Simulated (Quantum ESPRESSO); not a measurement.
# SnTe (Fm-3m) in Quantum ESPRESSO: further runs, part 2 of 2

Quantum ESPRESSO 7.5. The steps go on from the part before.

## Step 3: Wannier functions, PBEsol

File pw.in:

```
&CONTROL
  calculation = 'scf'
  prefix = 'pwscf'
  outdir = './tmp'
  pseudo_dir = './pseudo'
  tprnfor = .true.
  tstress = .true.
  disk_io = 'low'
/
&SYSTEM
  ibrav = 0
  nat = 2
  ntyp = 2
  ecutwfc = 80
  nbnd = 22
  occupations = 'smearing'
  smearing = 'fd'
  degauss = 0.00367493
/
&ELECTRONS
  conv_thr = 4d-10
  electron_maxstep = 120
  mixing_beta = 0.5
/
ATOMIC_SPECIES
Te   127.6000 Te.upf
Sn   118.7100 Sn.upf
CELL_PARAMETERS angstrom
   0.0000000000    3.1508500000    3.1508500000
   3.1508500000    0.0000000000    3.1508500000
   3.1508500000    3.1508500000    0.0000000000
ATOMIC_POSITIONS crystal
Te     0.5000000000    0.5000000000    0.5000000000
Sn     0.0000000000    0.0000000000    0.0000000000
K_POINTS automatic
5 5 5 0 0 0
```

nscf.in is that of step 2.

File pw2wan.in:

```
&INPUTPP
  prefix = 'pwscf'
  outdir = './tmp'
  seedname = 'w'
  write_mmn = .true.
  write_amn = .true.
  scdm_proj = .true.
  scdm_entanglement = 'erfc'
  scdm_mu = 13.35
  scdm_sigma = 1
/
```

bands.in is that of step 2.

Changes to w.win since step 2:

```diff
@@ -4,3 +4,3 @@
 dis_num_iter = 0
-num_iter = 400
+num_iter = 0
 conv_tol = 1.0d-9
@@ -8,3 +8,3 @@
 num_print_cycles = 40
-fermi_energy = 10.0825
+fermi_energy = 9.9027
 bands_plot = true
```

Potentials or basis: PseudoDojo 0.4.1 SR PBEsol standard.

The run is started by

```console
$ OMP_NUM_THREADS=1 pw.x -in pw.in > pw.out
$ OMP_NUM_THREADS=1 pw.x -in nscf.in > nscf.out
$ wannier90.x -pp w
$ OMP_NUM_THREADS=1 pw2wannier90.x -in pw2wan.in > pw2wan.out
$ wannier90.x w
$ OMP_NUM_THREADS=1 pw.x -in bands.in > bands.out
```

pw.out:

```text
This program is part of the open-source Quantum ESPRESSO suite
     for quantum simulation of materials; please cite
[... 9 lines left out ...]
     --------------------
     sticks:   dense  smooth     PW     G-vecs:    dense   smooth      PW
     Sum        1555    1555    439                40821    40821    6231

     Using Slab Decomposition

     bravais-lattice index     =            0
     lattice parameter (alat)  =       8.4206  a.u.
     unit-cell volume          =     422.1918 (a.u.)^3
     number of atoms/cell      =            2
     number of atomic types    =            2
     number of electrons       =        30.00
     number of Kohn-Sham states=           22
     kinetic-energy cutoff     =      80.0000  Ry
     charge density cutoff     =     320.0000  Ry
     scf convergence threshold =      4.0E-10
     mixing beta               =       0.5000
[... 187 lines left out ...]
   -12.0031 -12.0022  -1.4041   2.5921   4.4642   6.3821   6.7837  12.8067
    13.3380  13.8832  15.6030  18.4255  18.8670  20.8626

          k =-0.1414-0.4243 0.7071 (  5116 PWs)   bands (ev):

   -27.2393 -27.2388 -27.2349 -27.2344 -27.2340 -12.0298 -12.0184 -12.0109
   -12.0064 -12.0024  -1.4925   2.2938   5.3730   5.4529   8.5719  10.9378
    13.7394  14.2006  15.2246  16.6552  19.5692  19.6107

     the Fermi energy is     9.8873 ev

!    total energy              =    -366.66173377 Ry
     estimated scf accuracy    <          7.3E-11 Ry
     smearing contrib. (-TS)   =      -0.00000340 Ry
     internal energy E=F+TS    =    -366.66173037 Ry

     The total energy is F=E-TS. E is the sum of the following terms:
     one-electron contribution =    -147.95788404 Ry
     hartree contribution      =      88.68176630 Ry
     xc contribution           =     -92.36602499 Ry
     ewald contribution        =    -215.01958764 Ry

     convergence has been achieved in   8 iterations

     Forces acting on atoms (cartesian axes, Ry/au):

     atom    1 type  1   force =    -0.00000000   -0.00000000    0.00000000
     atom    2 type  2   force =     0.00000000    0.00000000   -0.00000000

     Total force =     0.000000     Total SCF correction =     0.000000

     Computing stress (Cartesian axis) and pressure

          total   stress  (Ry/bohr**3)                   (kbar)     P=       -3.35
  -0.00002277   0.00000000   0.00000000           -3.35        0.00        0.00
   0.00000000  -0.00002277   0.00000000            0.00       -3.35        0.00
   0.00000000   0.00000000  -0.00002277            0.00        0.00       -3.35

=------------------------------------------------------------------------------=
   JOB DONE.
=------------------------------------------------------------------------------=
```

nscf.out:

```text
This program is part of the open-source Quantum ESPRESSO suite
     for quantum simulation of materials; please cite
         "P. Giannozzi et al., J. Phys.:Condens. Matter 21 395502 (2009);
         "P. Giannozzi et al., J. Phys.:Condens. Matter 29 465901 (2017);
         "P. Giannozzi et al., J. Chem. Phys. 152 154105 (2020);
     in publications or presentations arising from this work. More details at

[... 595 lines left out ...]
    11.3684  11.4176  14.9054  15.7928  15.7928  19.7696  19.7696  19.9001
    20.3446  24.0987

     the Fermi energy is     9.8236 ev
     (compare with:     9.8873 eV, computed in scf)

=------------------------------------------------------------------------------=
   JOB DONE.
=------------------------------------------------------------------------------=
```

w-pp.out:

```text
b_k Directions (Ang^-1)                          |
 |                           -----------------------                          |
 |            No.           x           y           z                         |
 |            ---        --------------------------------                     |
 |             1         0.249265    0.249265   -0.249265                     |
 |             2         0.249265   -0.249265    0.249265                     |
 |             3        -0.249265    0.249265    0.249265                     |
 |             4         0.249265    0.249265    0.249265                     |
 +----------------------------------------------------------------------------+

 Time to get kmesh              0.021 (sec)
 *============================================================================*
 |                              MEMORY ESTIMATE                               |
 *============================================================================*
 |                        Disentanglement            2.88 Mb                  |
 |                            Wannierise:            1.57 Mb                  |
 |                          plot_wannier:            1.57 Mb                  |
 *----------------------------------------------------------------------------*

 Starting a new Wannier90 calculation ...

 Time to write kmesh            0.028 (sec)

 Exiting... w.nnkp written.
```

It took 3.7 min on 1 thread of Arm Neoverse V1, shared host; peak memory 0.2 GiB.

What came out:

- Free energy: -4988.6870 eV
- Pressure: -0.3 GPa
- Band gap along the path: 0.14 eV, direct
- Total Wannier spread: 24.58 Å² over 8 functions
- RMS miss of the Wannier bands: 0.086 eV

Levels at the corners of the path, in eV from the Fermi level:
| point | band 13 | band 14 | band 15 | band 16 | band 17 | band 18 |
| --- | --- | --- | --- | --- | --- | --- |
| Γ | -2.21 | -2.21 | -2.21 | 3.28 | 3.28 | 3.28 |
| X | -5.68 | -3.82 | -3.82 | 2.03 | 4.84 | 4.84 |
| W | -4.93 | -4.93 | -0.90 | 0.74 | 4.51 | 4.51 |
| K | -5.28 | -3.33 | -2.81 | 2.94 | 2.97 | 4.09 |
| Γ | -2.21 | -2.21 | -2.21 | 3.28 | 3.28 | 3.28 |
| L | -1.88 | -1.88 | -0.13 | 0.01 | 0.27 | 0.27 |
| U | -5.28 | -3.33 | -2.81 | 2.94 | 2.97 | 4.09 |
| W | -4.93 | -4.93 | -0.90 | 0.74 | 4.51 | 4.51 |
| L | -1.88 | -1.88 | -0.13 | 0.01 | 0.27 | 0.27 |
| K | -5.28 | -3.33 | -2.81 | 2.94 | 2.97 | 4.09 |
| U | -5.28 | -3.33 | -2.81 | 2.94 | 2.97 | 4.09 |
| X | -5.68 | -3.82 | -3.82 | 2.03 | 4.84 | 4.84 |

Wannier functions:
```tsv
function	nearest atom	distance (Å)	spread (Å²)	on-site energy from the reference level (eV)
1	1 Te	0.65	2.06	-4.56
2	1 Te	0.64	2.16	-4.32
3	1 Te	0.61	2.22	-4.08
4	1 Te	0.46	2.52	-2.74
5	2 Sn	0.75	3.61	-1.38
6	2 Sn	0.79	3.12	-2.25
7	2 Sn	0.75	4.46	-0.54
8	2 Sn	0.67	4.44	-0.25
```

Parts of the spread (Å²): invariant 16.26, diagonal 0.423, off-diagonal 7.90, total 24.58. Against the direct bands the interpolation misses by 86 meV (root mean square) and 306 meV at most, for states up to 1 eV over the reference level.

Caveat: this odd mesh misses L, where the gap lies, so gap, dielectric constants and Born charges aren't listed; spin-orbit coupling is left out, which moves the levels of the heavy elements.

## Step 4: Phonons, PBE+D2

pw.in, as its differences from that of step 3:

```diff
@@ -16,4 +16,5 @@
   occupations = 'smearing'
-  smearing = 'fd'
-  degauss = 0.00367493
+  smearing = 'mv'
+  degauss = 0.00999582
+  vdw_corr = 'grimme-d2'
 /
@@ -35,2 +36,2 @@
 K_POINTS automatic
-5 5 5 0 0 0
+7 7 7 0 0 0
```

File relax.in:

```
&CONTROL
  calculation = 'vc-relax'
  prefix = 'pwscf'
  outdir = './tmp'
  pseudo_dir = './pseudo'
  tprnfor = .true.
  tstress = .true.
  disk_io = 'low'
  nstep = 40
  forc_conv_thr = 0.0001
  etot_conv_thr = 1d-06
/
&SYSTEM
  ibrav = 0
  nat = 2
  ntyp = 2
  ecutwfc = 80
  nbnd = 22
  occupations = 'smearing'
  smearing = 'mv'
  degauss = 0.00999582
  vdw_corr = 'grimme-d2'
/
&ELECTRONS
  conv_thr = 4d-10
  electron_maxstep = 120
  mixing_beta = 0.5
/
&IONS
  ion_dynamics = 'bfgs'
/
&CELL
  cell_dynamics = 'bfgs'
  press = 0
  press_conv_thr = 0.2
/
ATOMIC_SPECIES
Te   127.6000 Te.upf
Sn   118.7100 Sn.upf
CELL_PARAMETERS angstrom
   0.0000000000    3.1508500000    3.1508500000
   3.1508500000    0.0000000000    3.1508500000
   3.1508500000    3.1508500000    0.0000000000
ATOMIC_POSITIONS crystal
Te     0.5000000000    0.5000000000    0.5000000000
Sn     0.0000000000    0.0000000000    0.0000000000
K_POINTS automatic
7 7 7 0 0 0
```

File scf2.in:

```
&CONTROL
  calculation = 'scf'
  prefix = 'pwscf'
  outdir = './tmp'
  pseudo_dir = './pseudo'
  tprnfor = .true.
  tstress = .true.
  disk_io = 'low'
/
&SYSTEM
  ibrav = 0
  nat = 2
  ntyp = 2
  ecutwfc = 80
  nbnd = 22
  occupations = 'fixed'
  vdw_corr = 'grimme-d2'
/
&ELECTRONS
  conv_thr = 1d-13
  electron_maxstep = 120
  mixing_beta = 0.5
  startingpot = 'file'
  startingwfc = 'file'
/
ATOMIC_SPECIES
Te   127.6000 Te.upf
Sn   118.7100 Sn.upf
CELL_PARAMETERS angstrom
   0.0000000000    3.1439821463    3.1439821463
   3.1439821463    0.0000000000    3.1439821463
   3.1439821463    3.1439821463    0.0000000000
ATOMIC_POSITIONS crystal
Te     0.5000000000    0.5000000000    0.5000000000
Sn     0.0000000000    0.0000000000    0.0000000000
K_POINTS automatic
7 7 7 0 0 0
```

File ph.in:

```
phonons of SnTe
&INPUTPH
  prefix = 'pwscf'
  outdir = './tmp'
  tr2_ph = 1d-16
  fildyn = 'dyn'
  niter_ph = 60
  alpha_mix(1) = 0.7
  epsil = .true.
/
0.0000000000 0.0000000000 0.0000000000
```

File dynmat.in:

```
&INPUT
  fildyn = 'dyn'
  asr = 'crystal'
  lperm = .true.
  filout = 'dynmat.disp'
  fileig = 'dynmat.eig'
/
```

File dynmat_lo.in:

```
&INPUT
  fildyn = 'dyn'
  asr = 'crystal'
  filout = 'dynmat_lo.disp'
  fileig = 'dynmat_lo.eig'
  q(1) = 0
  q(2) = 0
  q(3) = 1
/
```

Potentials or basis: PseudoDojo 0.4.1 SR PBE standard.

The run is started by

```console
$ OMP_NUM_THREADS=1 pw.x -in pw.in > pw.out
$ OMP_NUM_THREADS=1 pw.x -in relax.in > relax.out
$ OMP_NUM_THREADS=1 pw.x -in scf2.in > scf2.out
$ OMP_NUM_THREADS=1 ph.x -in ph.in > ph.out
$ OMP_NUM_THREADS=1 dynmat.x -in dynmat.in > dynmat.out
$ OMP_NUM_THREADS=1 dynmat.x -in dynmat_lo.in > dynmat_lo.out
```

pw.out:

```text
This program is part of the open-source Quantum ESPRESSO suite
     for quantum simulation of materials; please cite
[... 9 lines left out ...]
     --------------------
     sticks:   dense  smooth     PW     G-vecs:    dense   smooth      PW
     Sum        1555    1555    439                40821    40821    6231

     Using Slab Decomposition

     bravais-lattice index     =            0
     lattice parameter (alat)  =       8.4206  a.u.
     unit-cell volume          =     422.1918 (a.u.)^3
     number of atoms/cell      =            2
     number of atomic types    =            2
     number of electrons       =        30.00
     number of Kohn-Sham states=           22
     kinetic-energy cutoff     =      80.0000  Ry
     charge density cutoff     =     320.0000  Ry
     scf convergence threshold =      4.0E-10
     mixing beta               =       0.5000
     number of iterations used =            8  plain     mixing
     Exchange-correlation= PBE
[... 267 lines left out ...]

          k =-0.2020-0.4041 0.6061 (  5099 PWs)   bands (ev):
[... 13 lines left out ...]
   -27.1532 -27.1526 -27.1499 -27.1495 -27.1490 -11.9638 -11.9523 -11.9464
   -11.9436 -11.9384  -1.2170   2.4774   5.0123   5.7312   8.7344  11.1572
    14.1034  15.0157  15.2616  16.4868  19.9523  20.5778

     the Fermi energy is    10.1375 ev

     WARNING: integrated charge=    30.00009200, expected=    30.00000000

!    total energy              =    -367.42894239 Ry
     estimated scf accuracy    <          6.2E-11 Ry
     smearing contrib. (-TS)   =       0.00000072 Ry
     internal energy E=F+TS    =    -367.42894312 Ry

     The total energy is F=E-TS. E is the sum of the following terms:
     one-electron contribution =    -147.86208007 Ry
     hartree contribution      =      88.85156818 Ry
     xc contribution           =     -93.34393110 Ry
     ewald contribution        =    -215.01958764 Ry
     Dispersion Correction     =      -0.05491249 Ry

     convergence has been achieved in   8 iterations

     Forces acting on atoms (cartesian axes, Ry/au):

     atom    1 type  1   force =     0.00000000    0.00000000    0.00000000
     atom    2 type  2   force =     0.00000000    0.00000000    0.00000000

     Total force =     0.000000     Total SCF correction =     0.000000

     Computing stress (Cartesian axis) and pressure

          total   stress  (Ry/bohr**3)                   (kbar)     P=       -2.64
  -0.00001797   0.00000000   0.00000000           -2.64        0.00        0.00
   0.00000000  -0.00001797   0.00000000            0.00       -2.64        0.00
   0.00000000   0.00000000  -0.00001797            0.00        0.00       -2.64

=------------------------------------------------------------------------------=
   JOB DONE.
=------------------------------------------------------------------------------=
```

It took 18 min on 1 thread of Arm Neoverse V1, shared host; peak memory 0.11 GiB.

Results:

* Free energy: -4999.1267 eV
* Relaxed volume: 31.08 Å³/atom
* Relaxed cell: a = 4.446 Å, b = 4.446 Å, c = 4.446 Å, α = 60.00°, β = 60.00°, γ = 60.00°
* Space group after relaxing (to 0.05 Å): Fm-3m (No. 225)
* Pressure after relaxing: 0.0 GPa
* Highest phonon frequency at Γ, LO-TO splitting left out: -7 cm⁻¹

Step by step:
```tsv
step	energy change (eV)	largest force (eV/Å)	pressure (GPa)	volume (Å³)
1	0.0000	0.0000	-0.26	62.56
2	-0.0001	0.0000	-0.21	62.48
3	-0.0003	0.0000	-0.13	62.35
4	-0.0003	0.0000	-0.01	62.16
5	-0.0003	0.0000	0.00	62.15
```

Final structure:
```yaml
crystal:
  lattice:
    - [0.00000, 3.14398, 3.14398]
    - [3.14398, 0.00000, 3.14398]
    - [3.14398, 3.14398, 0.00000]
  atoms:
    - { symbol: Te, position: [0.50000, 0.50000, 0.50000] }
    - { symbol: Sn, position: [0.00000, 0.00000, 0.00000] }
```

Levels at points of the mesh, in eV from the Fermi level:
```tsv
k point	band 12	band 13	band 14	band 15	band 16	band 17	band 18	band 19
(0.00, 0.00, 0.00)	-4.84	-2.34	-2.34	-2.34	3.22	3.22	3.22	4.59
```

Phonon frequencies in cm⁻¹ (negative: imaginary):
```csv
q point,frequencies
"(0.000, 0.000, 0.000)",-14 -14 -14 -7 -7 -7
```

Optical modes at Γ, degenerate ones joined, polar ones without the macroscopic field:
```csv
cm⁻¹,components,symmetry,active in,"IR intensity, summed ((D/Å)²/amu)"
14i,3,T1u,IR,60.18
```

Zone-centre frequencies without and with the macroscopic field along z (cm⁻¹):
|  | optical modes in rising order |
| --- | --- |
| without | 14i 14i 14i |
| with the field | 14i 14i 111 |

Caveat: the gap is small at this level, which inflates the dielectric constant; this odd mesh misses L, where the gap lies, so gap, dielectric constants and Born charges aren't listed; this smearing can shift energies of a crystal with a gap.

## Step 5: The runs side by side

```csv
task,level,potentials or basis,cell,k mesh,smearing,k mesh for the Wannier functions,iterations,pressure (GPa)
Wannier functions,PBE,PseudoDojo 0.4.1 SR PBE standard,as given,5 × 5 × 5,fermi-dirac 0.05 eV,4 × 4 × 4,-,2.3
Wannier functions,PBEsol,PseudoDojo 0.4.1 SR PBEsol standard,as given,5 × 5 × 5,fermi-dirac 0.05 eV,4 × 4 × 4,0,-0.3
phonons,PBE+D2,PseudoDojo 0.4.1 SR PBE standard,relaxed,7 × 7 × 7,cold 0.136 eV,-,-,0.0
```

Alike in all rows: no spin polarisation; cutoff (eV) 1088.

Caveats: spin-orbit coupling is left out, which moves the levels of the heavy elements (some runs); the gap is small at this level, which inflates the dielectric constant (some runs); this smearing can shift energies of a crystal with a gap (some runs).

Absolute energies hang on the potentials; compare differences alone.

## Step 6: Comparison with measurements

Step 2. A measured gap of SnTe is 0.18 eV (direct; 300 K; a printed reference work, textbook); the calculated 0.10 eV misses it by -0.08 eV. Spin-orbit coupling on Sn, Te is left out. The value is that of PBE, without temperature or zero-point motion. Semilocal functionals fall short of measured gaps as a rule.

Step 3. Against the measured gap of SnTe, 0.18 eV (direct; 300 K; a printed reference work, textbook), the calculated 0.14 eV is off by -0.04 eV. Spin-orbit coupling on Sn, Te is left out. The value is that of PBEsol, without temperature or zero-point motion. Semilocal functionals fall short of measured gaps as a rule.
